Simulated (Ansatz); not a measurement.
# Cost and result for the equilibrium volume of SiO2

```xyz
12
Lattice="0.0000 4.7163 7.3628 2.3596 0.0000 7.3628 2.3596 4.7163 0.0000" Properties=species:S:1:pos:R:3 pbc="T T T"
Si    3.5394    7.0744   13.7944
Si    2.3596    4.7163   10.1131
Si    2.3596    4.7163    4.6125
Si    3.5394    7.0744    8.2939
O     1.1798    0.5984    3.6814
O     1.1798    4.1179    3.6814
O     2.3596    7.6728    7.3628
O     2.3596    1.7597    7.3628
O     2.9495    3.5372    5.5221
O     2.9495    5.8953    9.2035
O     1.7697    3.5372    9.2035
O     1.7697    5.8953    5.5221
```

The cell comes from a database or a generator and needn't be the stable form of this composition.

| rung | level | program and potentials | cutoff (eV) | k mesh | core time | chip | equilibrium volume (Å³/atom) | notes |
| --- | --- | --- | --- | --- | --- | --- | --- | --- |
| GGA + dispersion | PBEsol+D3(BJ) | Ansatz, Ansatz PAW | 420 | 7 × 7 × 7 | 2.1 min | Intel Xeon Platinum 8488C Sapphire Rapids | 13.66 | potentials made for PBE, which Ansatz adapts in part |
| GGA + dispersion | PBEsol+D4 | Ansatz, Ansatz PAW | 420 | 7 × 7 × 7 | 2.2 min | Intel Xeon Platinum 8488C Sapphire Rapids | 13.71 | potentials made for PBE, which Ansatz adapts in part |
| GGA | PBEsol | Ansatz, Ansatz PAW | 420 | 7 × 7 × 7 | 2.3 min | Intel Xeon Platinum 8488C Sapphire Rapids | 13.81 | potentials made for PBE, which Ansatz adapts in part |
| GGA + dispersion | PBEsol+D3(BJ)+ATM | Ansatz, Ansatz PAW | 420 | 7 × 7 × 7 | 2.3 min | Intel Xeon Platinum 8488C Sapphire Rapids | 13.68 | potentials made for PBE, which Ansatz adapts in part |
| LDA | LDA | Ansatz, Ansatz PAW | 420 | 7 × 7 × 7 | 3.6 min | Arm Neoverse V1 | 13.50 | potentials made for PBE, which Ansatz adapts in part |
| meta-GGA + dispersion | r2SCAN+D3(BJ) | Ansatz, Ansatz PAW | 500 | 7 × 7 × 7 | 7 min | Arm Neoverse V1 | 13.57 | potentials made for PBE, which Ansatz adapts in part |
| meta-GGA | r2SCAN | Ansatz, Ansatz PAW | 500 | 7 × 7 × 7 | 7.4 min | Intel Xeon Skylake/Cascade Lake | 13.65 | potentials made for PBE, which Ansatz adapts in part |

Times are single runs on shared hosts and different chips, so they are rough; meshes, cutoffs and the tasks' sizes weigh on the time. Task: relaxation of cell and atoms. All rows: no spin polarisation. Meshes are those of the run's cell of 12 atoms unless a note names another. Relaxations start from the cell shown or near it and stop with a little pressure left. Runs on faulty files, with rough fits or with known faults for this quantity aren't shown. PBE isn't shown for this crystal. No row holds spin-orbit coupling.

By rung: LDA 13.50; GGA + dispersion 13.66 to 13.71; GGA 13.81; meta-GGA + dispersion 13.57; meta-GGA 13.65 (Å³/atom).
